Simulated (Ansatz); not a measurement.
# Eigenvalues along a path: BP (zincblende type)

```
CELL_PARAMETERS angstrom
0.00000 1.85172 1.85172
1.85172 0.00000 1.85172
1.85172 1.85172 0.00000
ATOMIC_POSITIONS crystal
B 0.00000 0.00000 0.00000
P 0.25000 0.25000 0.25000
```

The cell comes from a relaxation on PAW files under the same functional, begun from a prototype that needn't be the stable phase.

Computed with Ansatz 0.2.0; functional PBEsol, scalar-relativistic. Settings: a Γ-centred 15×15×15 k mesh, Fermi–Dirac smearing of 0.05 eV, no spin polarisation. Methods: LAPW: all electrons, basis error target 1 meV/atom.

This run: volume at 0.55 of the series' base cell.

The structure type is held throughout; the real material can change phase at far lower pressure.

Path points, in fractions of the reciprocal vectors: Γ (0.000, 0.000, 0.000), X (-0.500, -0.500, 0.000), U (-0.375, -0.375, 0.250), K (-0.375, 0.000, 0.375), L (0.000, 0.000, 0.500), W (-0.500, -0.250, 0.250). The distance column jumps between branches of the path. Levels in eV from the Fermi level; bands 6 to 11, counted from the lowest band of the run. The gap is under 0.03 eV, the pressure 296.4 GPa.

```
# k(1/Å) point b6 b7 b8 b9 b10 b11
0.000 Γ -21.73 -0.06 -0.06 -0.06 5.67 5.67
0.212 - -21.58 -0.63 -0.63 -0.28 5.34 6.41
0.424 - -21.14 -1.81 -1.81 -0.90 4.46 8.08
0.636 - -20.42 -3.06 -3.06 -1.97 3.32 6.81
0.848 - -19.41 -4.17 -4.17 -3.54 2.13 4.66
1.060 - -18.12 -5.60 -5.08 -5.08 1.14 3.22
1.272 - -16.57 -7.93 -5.73 -5.73 0.47 2.31
1.485 - -14.80 -10.25 -6.14 -6.14 0.09 1.79
1.697 X -13.33 -11.91 -6.27 -6.27 -0.04 1.63
1.772 - -13.31 -11.90 -6.43 -6.25 0.06 1.74
1.847 - -13.26 -11.85 -6.85 -6.20 0.26 2.09
1.922 - -13.18 -11.78 -7.46 -6.12 0.49 2.71
1.996 - -13.07 -11.67 -8.16 -6.01 0.69 3.53
2.071 - -12.94 -11.54 -8.90 -5.87 0.89 4.50
2.146 - -12.80 -11.38 -9.64 -5.70 1.09 5.56
2.221 - -12.68 -11.20 -10.31 -5.49 1.31 6.67
2.296 U -12.67 -11.03 -10.79 -5.26 1.56 7.81
3.335 K -12.67 -11.03 -10.79 -5.26 1.56 7.81
3.560 - -14.05 -10.74 -10.11 -4.40 2.44 10.91
3.785 - -15.96 -9.54 -9.01 -3.35 3.55 10.03
4.010 - -17.68 -8.00 -7.66 -2.22 4.87 8.49
4.235 - -19.12 -6.29 -6.03 -1.18 6.25 7.37
4.460 - -20.26 -4.48 -4.17 -0.46 6.62 7.12
4.685 - -21.07 -2.61 -2.29 -0.13 6.11 6.76
4.910 - -21.56 -0.90 -0.73 -0.06 5.78 6.03
5.135 Γ -21.73 -0.06 -0.06 -0.06 5.67 5.67
5.319 - -21.62 -0.80 -0.21 -0.21 5.91 5.91
5.502 - -21.29 -2.52 -0.58 -0.58 6.46 6.46
5.686 - -20.74 -4.61 -1.01 -1.01 6.89 6.89
5.869 - -19.99 -6.81 -1.42 -1.42 6.80 6.80
6.053 - -19.02 -8.97 -1.74 -1.74 6.32 6.32
6.237 - -17.85 -11.01 -1.98 -1.98 5.81 5.81
6.420 - -16.54 -12.87 -2.11 -2.11 5.45 5.45
6.604 L -15.53 -14.06 -2.16 -2.16 5.32 5.32
6.754 - -15.46 -14.00 -2.54 -2.35 5.00 5.62
6.904 - -15.24 -13.80 -3.50 -2.91 4.47 6.30
7.054 - -14.89 -13.47 -4.72 -3.82 4.17 7.01
7.204 - -14.41 -13.00 -6.02 -4.96 4.17 7.65
7.354 - -13.80 -12.41 -7.31 -6.21 4.41 8.23
7.504 - -13.09 -11.68 -8.51 -7.46 4.78 8.70
7.654 - -12.36 -10.85 -9.52 -8.65 5.15 8.92
7.804 W -11.94 -10.32 -9.68 -9.66 5.31 8.92
7.910 - -12.04 -10.53 -9.50 -9.42 5.01 8.23
8.016 - -12.28 -10.87 -9.10 -8.94 4.26 6.97
8.122 - -12.56 -11.18 -8.56 -8.39 3.32 5.66
8.228 - -12.82 -11.44 -7.96 -7.82 2.35 4.43
8.334 - -13.04 -11.64 -7.35 -7.27 1.44 3.33
8.440 - -13.20 -11.79 -6.81 -6.77 0.68 2.44
8.546 - -13.29 -11.88 -6.41 -6.40 0.15 1.84
8.652 X -13.33 -11.91 -6.27 -6.27 -0.04 1.63
```
